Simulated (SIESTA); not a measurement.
**BP: band structure with PBE**

BP:

```
P B
1.0
     0.00000    2.26900    2.26900
     2.26900    0.00000    2.26900
     2.26900    2.26900    0.00000
P B
1 1
Direct
  0.75000 0.75000 0.75000
  0.00000 0.00000 0.00000
```

* Program: SIESTA 5.4.2
* Task: band structure
* Functional: PBE
* Potentials or basis: PseudoDojo 0.4 standard (PBE files)
* Basis: DZ (energy shift 0.003 Ry)
* Grid cutoff: 500 Ry
* Energy shift: 0.003 Ry
* k mesh: 10 × 10 × 10
* Occupations: fermi-dirac, width 0.05 eV
* Spin: no spin polarisation

```yaml
Pressure: 12.3 GPa
Band_gap_on_the_k_mesh: 2.24 eV, indirect (least direct gap 3.49 eV)
Band_gap_along_the_path: 2.19 eV, indirect (least direct gap 3.49 eV)
```

Levels at the corners of the path, in eV from the valence-band top:
```csv
point,band 1,band 2,band 3,band 4,band 5,band 6,band 7,band 8
Γ,-15.96,0.00,0.00,0.00,3.49,3.49,3.49,8.25
X,-11.12,-9.06,-4.61,-4.61,2.84,3.08,12.71,12.71
W,-10.84,-8.44,-6.15,-5.87,6.51,7.67,8.51,9.67
K,-11.11,-8.58,-6.66,-3.95,3.68,7.42,10.55,11.21
Γ,-15.96,0.00,0.00,0.00,3.49,3.49,3.49,8.25
L,-12.61,-9.54,-2.13,-2.13,5.29,6.76,6.76,12.05
U,-11.11,-8.58,-6.66,-3.95,3.68,7.42,10.55,11.21
W,-10.84,-8.44,-6.15,-5.87,6.51,7.67,8.51,9.67
L,-12.61,-9.54,-2.13,-2.13,5.29,6.76,6.76,12.05
K,-11.11,-8.58,-6.66,-3.95,3.68,7.42,10.55,11.21
U,-11.11,-8.58,-6.66,-3.95,3.68,7.42,10.55,11.21
X,-11.12,-9.06,-4.61,-4.61,2.84,3.08,12.71,12.71
```

Run time: 8.8 s on 1 thread of Intel(R) Xeon(R) 6975P-C (Granite Rapids), with other jobs on the host, peak memory 0.19 GiB.

Caveat: the basis has no polarisation orbitals; the basis of atomic orbitals isn't converged, which shifts pressures, moduli and gaps. PBE gaps usually lie below the measured ones, often by a third to a half.
